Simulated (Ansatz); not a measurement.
# SiC (Moissanite 6H) (P6_3mc) in Ansatz: further runs

Aim: see how the results for SiC (Moissanite 6H) move with the level of theory and the settings. Levels: exchange-only PBE, PBE. Tasks: single point, equation of state, band structure.

Program: Ansatz 0.2.0. These are calculated values, not measurements. Logs are shortened: lines on timing, memory, paths and dates and some standing lists are left out, and cuts for length are marked.

## (1) Starting point

It takes space group P6_3mc (No. 186, hexagonal). Conventional cell: a = 3.095 Å, b = 3.095 Å, c = 15.170 Å, α = 90.00°, β = 90.00°, γ = 120.00°. Si (site symmetry 3m) is surrounded by 4 C at 1.90 Å. Around Si (site symmetry 3m) lie 4 C at 1.90 Å. Si (site symmetry 3m) is surrounded by 4 C at 1.90 Å. C (site symmetry 3m) is surrounded by 4 Si at 1.90 Å. C (site symmetry 3m) is surrounded by 4 Si at 1.90 Å. C (site symmetry 3m) is surrounded by 4 Si at 1.90 Å.

## (2) Single point, exchange-only PBE, 9.86 Å³/atom (volume scaled by 0.94)

The input, input.yaml:

```yaml
crystal:
  lattice:
    - [3.0318190065, 0.0, 0.0]
    - [-1.5159095032, 2.6256322793, 0.0]
    - [0.0, 0.0, 14.8603212692]
  atoms:
    - { symbol: Si, position: [0.6666666667, 0.3333333333, 0.4583] }
    - { symbol: Si, position: [0.3333333333, 0.6666666667, 0.9583] }
    - { symbol: Si, position: [0.6666666667, 0.3333333333, 0.7917] }
    - { symbol: Si, position: [0.3333333333, 0.6666666667, 0.2917] }
    - { symbol: Si, position: [0.0, 0.0, 0.625] }
    - { symbol: Si, position: [0.0, 0.0, 0.125] }
    - { symbol: C, position: [0.6666666667, 0.3333333333, 0.3333] }
    - { symbol: C, position: [0.3333333333, 0.6666666667, 0.8333] }
    - { symbol: C, position: [0.6666666667, 0.3333333333, 0.6667] }
    - { symbol: C, position: [0.3333333333, 0.6666666667, 0.1667] }
    - { symbol: C, position: [0.0, 0.0, 0.5] }
    - { symbol: C, position: [0.0, 0.0, 0.0] }
hamiltonian:
  xc: { exchange: pbe, correlation: none }
  pseudopotentials: { kind: paw }
kpoints:
  mp_grid: { grid: [10, 10, 2] }
scf:
  occupations: { method: fermi_dirac, width: 0.05 }
output:
  forces: true
  stress: true
  eigenvalues: true
```

Potentials or basis: Ansatz PAW.

Run with:

```sh
$ ansatz run input.yaml --threads 2 --pin off --max-ram 5120MiB --backend cpu --events-out ev --progress --plain --runs-dir out
```

Log:

```text
Warning: RAYON_NUM_THREADS=2 ignored (pool sized by the plan → 2); use --threads N
Engine: ansatz 0.2.0, x86_64-unknown-linux-gnu
Pseudopotentials: kind: paw
Pseudopotential: Si, paw, valence charge 4, recommended cutoff 420 eV (normal), Si.paw.azcp
Pseudopotential: C, paw, valence charge 4, recommended cutoff 420 eV (normal), C.paw.azcp
Functional definition: unnamed
  exchange = pbe_x
  correlation = 0
Crystal: 12 atoms, lattice volume = 118.295 Å³
Basis set: ecut = 420 eV, 2293 PW (Γ), exchange–correlation on 48×48×200 points (8 copies of the dense FFT grid, shifted against one another)
Bands: 36, of which v1, the nominal top of the filled ones, is band 24 counted from 1 (23 counted from 0)
Symmetry: 12 space group operations
Space group: P63mc (ITA 186), of the structure as read, at distance tolerance 4.9e-5 Å
k-points: 28 of 200
Non-local potential: Si, projectors of the file, l = 0: 2, l = 1: 2, l = 2: 2
Non-local potential: C, projectors of the file, l = 0: 2, l = 1: 2, l = 2: 1
PAW form: soft (Blöchl's): semilocal exchange-correlation on the pseudo side does not see the compensation charge
PAW frozen core: Si, regenerated for the run's functional, and the local potential with it (the file was generated under x = pbe(κ = 0.804, μ = 0.2195149727645171), c = pbe(β = 0.06672455060314922))
PAW frozen core: C, regenerated for the run's functional, and the local potential with it (the file was generated under x = pbe(κ = 0.804, μ = 0.2195149727645171), c = pbe(β = 0.06672455060314922))
PAW one-centre angular grid: Si, 110 points (default); XC on 64 Gauss nodes
PAW one-centre angular grid: C, 110 points (default); XC on 64 Gauss nodes
Initial density: superposition of atomic densities (neutral atoms: chi_scale 0, normalization atom), corrected by the library's trained network
Initial wavefunctions: pseudopotential atomic-orbital guess
Functional: x = pbe(κ = 0.804, μ = 0.2195149727645171), c = none
SCF iter   1: F=—  HF=-5195.889243 eV  |F-HF|=—  |Δ(HF+E_count)|=         —  Δρ=1.21e-2  dr2=1.90e-1  ethr=1.77e-3  ⟨swp⟩=6.8  Hψ=5302  notcnv=0  defer=29
preconditioner: auto → none  [insulator: Δε(μ)=2.439 eV  Ē_g=12.502 eV  σ=0.050 eV  W_gap=1.00  n_scr=10 (ndim 8)  ℏωp=23.7 eV  f_vac=0.000  D(μ)=0.00/eV (n_scr^D=0)  ε∞_Penn≈4.6]
SCF iter   2: F=—  HF=-5195.830042 eV  |F-HF|=—  |Δ(HF+E_count)|=   5.92e-2  Δρ=2.49e-3  dr2=8.41e-3  ethr=3.96e-4  ⟨swp⟩=2.6  Hψ=1950  notcnv=0  defer=175
SCF iter   3: F=—  HF=-5195.828309 eV  |F-HF|=—  |Δ(HF+E_count)|=   1.73e-3  Δρ=6.30e-4  dr2=4.65e-4  ethr=1.75e-5  ⟨swp⟩=2.3  Hψ=1523  notcnv=0  defer=69
automatic band count: iteration 3 solves 32 bands in place of 36: the levels show a gap, and the empty bands left out lie too high to hold charge; the band table lists the bands solved (type scf.n_extra_bands for more)
SCF iter   4: F=—  HF=-5195.828394 eV  |F-HF|=—  |Δ(HF+E_count)|=   8.47e-5  Δρ=1.13e-4  dr2=3.27e-5  ethr=9.68e-7  ⟨swp⟩=2.0  Hψ=1323  notcnv=0  defer=69
SCF iter   5: F=—  HF=-5195.828398 eV  |F-HF|=—  |Δ(HF+E_count)|=   4.17e-6  Δρ=5.65e-5  dr2=2.15e-6  ethr=6.82e-8  ⟨swp⟩=2.0  Hψ=1325  notcnv=0  defer=69
SCF iter   6: F=-5195.828402 eV  HF=-5195.828402 eV  |F-HF|=8.00e-8  |Δ(HF+E_count)|=   3.82e-6  Δρ=9.64e-6  dr2=6.38e-8  ethr=2.08e-10  ⟨swp⟩=8.4  Hψ=4840  notcnv=0
SCF 1 converged in 6 iterations: F = -5195.828402 eV  dr2 = 6.38e-8
SCF converged after 6 iterations
Free energy (F): -5195.828402 eV
Harris-Foulkes:  -5195.828402 eV  (|F-HF|=8.00e-8)
Internal energy: -5195.828402 eV  (E = F + TS)
E sigma→0 (E₀):  -5195.828402 eV
Fermi energy:    12.839732 eV
--- Per-component energies (eV) ---
  E_band       = 273.045737
  E_kinetic    = 837.989726
  E_local      = -627.471567  (includes V_loc(G=0)·N_el)
  E_nonlocal   = 320.355346
  E_hartree    = 197.363489
  E_xc         = -574.743626
  E_vxc        = -593.882555  (∫ρ·V_xc dr)
  E_paw        = -3613.898466  (= ΣΔE_a)
  E_vpaw       = -58.671760  (= ΣTr[D̂ρ^β])
  E_aug_tail   = 0.000081  (compensation charges beyond the density's cutoff)
  E_ewald      = -1735.607807
  E_core_change = 0.184423  (= ΣΔE_core)
  E_smearing   = -0.000000  (= −TS)
  E_closure    = 0.000000  (closes the sum)
  Σ components = -5195.828402   (vs F -5195.828402, Δ=0.00e0)
--- Forces (eV/Å), atoms counted from 1 ---
  atom   1  Si    -0.00000000    -0.00000000     0.05072231
  atom   2  Si     0.00000000    -0.00000000     0.05072231
  atom   3  Si     0.00000000     0.00000000     0.02810276
  atom   4  Si    -0.00000000     0.00000000     0.02810276
  atom   5  Si     0.00000000     0.00000000     0.04017486
  atom   6  Si    -0.00000000    -0.00000000     0.04017486
  atom   7  C      0.00000000     0.00000000    -0.01584232
  atom   8  C     -0.00000000    -0.00000000    -0.01584232
  atom   9  C     -0.00000000    -0.00000000     0.04763486
  atom  10  C      0.00000000     0.00000000     0.04763486
  atom  11  C      0.00000000    -0.00000000    -0.15082186
  atom  12  C      0.00000000     0.00000000    -0.15082186
  max |Σ_I F_I| component: 5.88e-5 eV/Å
--- Stress (GPa, compression-positive) ---
       32.330192      -0.000000       0.000000
        0.000000      32.330192       0.000000
        0.000000       0.000000      33.285487
  P = ⅓ Tr σ = 32.6486 GPa (326.486 kbar)
--- Band table (eV; the first three rows and the last of 28) ---
  k-point 0: bands = ["-4.0289", "-3.4959", "-3.4481", "-1.9118", "-1.8771", "-0.3323", "2.9843", "5.4009", "5.4378", "9.2775", "9.2998", "10.5258", "10.5258", "10.7118", "10.7118", "10.8284", "10.8284", "11.2903", "11.2903", "11.3849", "11.3849", "11.6357", "11.6802", "11.6802", "17.4475", "17.6175", "18.0418", "18.5540", "18.7818", "18.9652", "18.9921", "18.9921"]
  k-point 1: bands = ["-3.8889", "-3.8889", "-2.7939", "-2.7939", "-0.9004", "-0.9004", "3.7748", "3.7748", "7.3424", "7.3424", "10.5854", "10.5854", "10.5854", "10.5854", "10.9275", "10.9275", "11.0402", "11.0402", "11.0402", "11.0402", "11.5851", "11.5851", "11.5851", "11.5851", "17.5145", "17.5145", "18.2714", "18.2714", "19.0846", "19.0846", "19.0855", "19.0855"]
  k-point 2: bands = ["-3.8502", "-3.3198", "-3.2715", "-1.7448", "-1.7096", "-0.1828", "3.1480", "5.5155", "5.5521", "9.1834", "9.2208", "9.5972", "9.9091", "10.0090", "10.1939", "10.4514", "10.5362", "10.6825", "10.7747", "11.0844", "11.1540", "11.2267", "11.5275", "11.6102", "17.6155", "17.8834", "18.0084", "18.5264", "18.6982", "18.8538", "19.1468", "19.1943"]
  k-point 27: bands = ["0.2087", "0.2087", "0.7125", "0.7125", "1.0542", "1.0542", "4.1037", "4.1037", "4.4403", "4.4403", "4.8250", "4.8250", "5.9127", "5.9127", "6.5862", "6.5862", "7.0615", "7.0615", "8.3082", "8.3082", "9.2466", "9.2466", "9.4932", "9.4932", "15.6902", "15.6902", "16.3138", "16.3138", "17.8247", "17.8247", "19.2886", "19.2886"]
```

It took 3 s on 2 threads of Intel Xeon Platinum 8488C (Sapphire Rapids), shared host; peak memory 0.45 GiB.

What came out:

```yaml
Free_energy: -5195.8284 eV
Pressure: 32.6 GPa
Largest_force: 0.151 eV/Å
Band_gap_on_the_k_mesh: 2.32 eV, indirect (least direct gap 3.41 eV)
```

Caveat: the pressure holds a Pulay correction of +0.3 GPa for the finite cutoff; the PAW data sets come from PBE, with cores solved anew for the run's functional, which leaves a small shift of forces and pressure.

## (3) Single point, exchange-only PBE, 10.07 Å³/atom (volume scaled by 0.96)

Changes to input.yaml since step 2:

```diff
@@ -2,5 +2,5 @@
   lattice:
-    - [3.0318190065, 0.0, 0.0]
-    - [-1.5159095032, 2.6256322793, 0.0]
-    - [0.0, 0.0, 14.8603212692]
+    - [3.053170548, 0.0, 0.0]
+    - [-1.526585274, 2.6441232567, 0.0]
+    - [0.0, 0.0, 14.964974867]
   atoms:
```

Potentials or basis: Ansatz PAW.

Run with:

```sh
$ ansatz run input.yaml --threads 2 --pin off --max-ram 5120MiB --backend cpu --events-out ev --progress --plain --runs-dir out
```

Run time: 3.2 s. Hardware: 2 threads of Intel Xeon Platinum 8488C (Sapphire Rapids), shared host; peak memory 0.45 GiB.

It converged, with:

```yaml
Free_energy: -5196.2942 eV
Pressure: 26.8 GPa
Largest_force: 0.147 eV/Å
Band_gap_on_the_k_mesh: 2.32 eV, indirect (least direct gap 3.41 eV)
```

Caveat: the pressure holds a Pulay correction of +0.3 GPa for the finite cutoff; the PAW data sets come from PBE, with cores solved anew for the run's functional, which leaves a small shift of forces and pressure.

## (4) Single point, exchange-only PBE, 10.28 Å³/atom (volume scaled by 0.98)

Changes to input.yaml since step 3:

```diff
@@ -2,5 +2,5 @@
   lattice:
-    - [3.053170548, 0.0, 0.0]
-    - [-1.526585274, 2.6441232567, 0.0]
-    - [0.0, 0.0, 14.964974867]
+    - [3.074227562, 0.0, 0.0]
+    - [-1.537113781, 2.6623591657, 0.0]
+    - [0.0, 0.0, 15.0681848517]
   atoms:
@@ -29 +29,5 @@
   eigenvalues: true
+  write_density: true
+  write_potential: true
+  elf: true
+  volumetric_format: npy
```

Run with:

```sh
$ ansatz run input.yaml --threads 2 --pin off --max-ram 5120MiB --backend cpu --events-out ev --progress --plain --runs-dir out
```

Run time: 4.5 s. Hardware: 2 threads of Intel Xeon Platinum 8488C (Sapphire Rapids), shared host; peak memory 0.47 GiB.

Results (log left out):

* Free energy: -5196.6720 eV
* Pressure: 21.4 GPa
* Largest force: 0.143 eV/Å
* Band gap on the k mesh: 2.32 eV, indirect (least direct gap 3.41 eV)

Caveat: the pressure holds a Pulay correction of +0.3 GPa for the finite cutoff; the PAW data sets come from PBE, with cores solved anew for the run's functional, which leaves a small shift of forces and pressure.

## (5) Single point, exchange-only PBE, 10.49 Å³/atom

Changes to input.yaml since step 4:

```diff
@@ -2,5 +2,5 @@
   lattice:
-    - [3.074227562, 0.0, 0.0]
-    - [-1.537113781, 2.6623591657, 0.0]
-    - [0.0, 0.0, 15.0681848517]
+    - [3.095, 0.0, 0.0]
+    - [-1.5475, 2.6803486247, 0.0]
+    - [0.0, 0.0, 15.17]
   atoms:
```

Run with:

```sh
$ ansatz run input.yaml --threads 2 --pin off --max-ram 5120MiB --backend cpu --events-out ev --progress --plain --runs-dir out
```

Wall time 4.5 s (2 threads of Intel Xeon Platinum 8488C (Sapphire Rapids), shared host); peak memory 0.48 GiB.

Results (log left out):

| Item | Value |
| --- | --- |
| Free energy | -5196.9699 eV |
| Pressure | 16.6 GPa |
| Largest force | 0.140 eV/Å |
| Band gap on the k mesh | 2.33 eV, indirect (least direct gap 3.41 eV) |

Caveat: the pressure holds a Pulay correction of +0.3 GPa for the finite cutoff; the PAW data sets come from PBE, with cores solved anew for the run's functional, which leaves a small shift of forces and pressure.

## (6) Single point, exchange-only PBE, 10.70 Å³/atom (volume scaled by 1.02)

Changes to input.yaml since step 5:

```diff
@@ -2,5 +2,5 @@
   lattice:
-    - [3.095, 0.0, 0.0]
-    - [-1.5475, 2.6803486247, 0.0]
-    - [0.0, 0.0, 15.17]
+    - [3.1154972861, 0.0, 0.0]
+    - [-1.557748643, 2.6980997952, 0.0]
+    - [0.0, 0.0, 15.270466504]
   atoms:
@@ -29,5 +29 @@
   eigenvalues: true
-  write_density: true
-  write_potential: true
-  elf: true
-  volumetric_format: npy
```

Potentials or basis: Ansatz PAW.

Run with:

```sh
$ ansatz run input.yaml --threads 2 --pin off --max-ram 5120MiB --backend cpu --events-out ev --progress --plain --runs-dir out
```

It took 3.5 s on 2 threads of Intel Xeon Platinum 8488C (Sapphire Rapids), shared host; peak memory 0.46 GiB.

The run converged. Its results:

- Free energy: -5197.1945 eV
- Pressure: 12.1 GPa
- Largest force: 0.137 eV/Å
- Band gap on the k mesh: 2.33 eV, indirect (least direct gap 3.40 eV)

Caveat: the pressure holds a Pulay correction of +0.3 GPa for the finite cutoff; the PAW data sets come from PBE, with cores solved anew for the run's functional, which leaves a small shift of forces and pressure.

## (7) Single point, exchange-only PBE, 10.91 Å³/atom (volume scaled by 1.04)

Changes to input.yaml since step 6:

```diff
@@ -2,5 +2,5 @@
   lattice:
-    - [3.1154972861, 0.0, 0.0]
-    - [-1.557748643, 2.6980997952, 0.0]
-    - [0.0, 0.0, 15.270466504]
+    - [3.1357283548, 0.0, 0.0]
+    - [-1.5678641774, 2.7156204146, 0.0]
+    - [0.0, 0.0, 15.369628156]
   atoms:
```

Run with:

```sh
$ ansatz run input.yaml --threads 2 --pin off --max-ram 5120MiB --backend cpu --events-out ev --progress --plain --runs-dir out
```

Run time: 3.6 s. Hardware: 2 threads of Intel Xeon Platinum 8488C (Sapphire Rapids), shared host; peak memory 0.47 GiB.

It converged, with:

```
Free energy            : -5197.3529 eV
Pressure               : 8.1 GPa
Largest force          : 0.134 eV/Å
Band gap on the k mesh : 2.33 eV, indirect (least direct gap 3.40 eV)
```

Caveat: the pressure holds a Pulay correction of +0.3 GPa for the finite cutoff; the PAW data sets come from PBE, with cores solved anew for the run's functional, which leaves a small shift of forces and pressure.

## (8) Single point, exchange-only PBE, 11.12 Å³/atom (volume scaled by 1.06)

Changes to input.yaml since step 7:

```diff
@@ -2,5 +2,5 @@
   lattice:
-    - [3.1357283548, 0.0, 0.0]
-    - [-1.5678641774, 2.7156204146, 0.0]
-    - [0.0, 0.0, 15.369628156]
+    - [3.1557016854, 0.0, 0.0]
+    - [-1.5778508427, 2.7329178263, 0.0]
+    - [0.0, 0.0, 15.4675265161]
   atoms:
```

Run with:

```sh
$ ansatz run input.yaml --threads 2 --pin off --max-ram 5120MiB --backend cpu --events-out ev --progress --plain --runs-dir out
```

It took 3.5 s on 2 threads of Intel Xeon Platinum 8488C (Sapphire Rapids), shared host; peak memory 0.47 GiB.

The run converged. Its results:

```yaml
Free_energy: -5197.4507 eV
Pressure: 4.4 GPa
Largest_force: 0.131 eV/Å
Band_gap_on_the_k_mesh: 2.33 eV, indirect (least direct gap 3.39 eV)
```

Caveat: the pressure holds a Pulay correction of +0.3 GPa for the finite cutoff; the PAW data sets come from PBE, with cores solved anew for the run's functional, which leaves a small shift of forces and pressure.

## (9) Equation of state, exchange-only PBE

Potentials or basis: Ansatz PAW.

No new run: the results of the series are fitted here.

What came out:

```
Equilibrium volume                        : 11.40 Å³/atom (rough: see the caveat)
Bulk modulus at fixed shape and positions : 169 GPa (rough)
```

Energy against volume, from the lowest point:
```csv
volume (Å³/atom),energy (meV/atom)
9.858,135.19
10.068,96.37
10.277,64.89
10.487,40.07
10.697,21.35
10.907,8.15
11.116,0.00
```

Caveat: the potentials were made for another functional, which shifts forces and pressure; the minimum lies outside the volumes run; the cell was scaled at fixed shape and fractional positions, which overstates the stiffness of a crystal with free parameters, most of all of layers and chains.

[end of part 1 of 2]
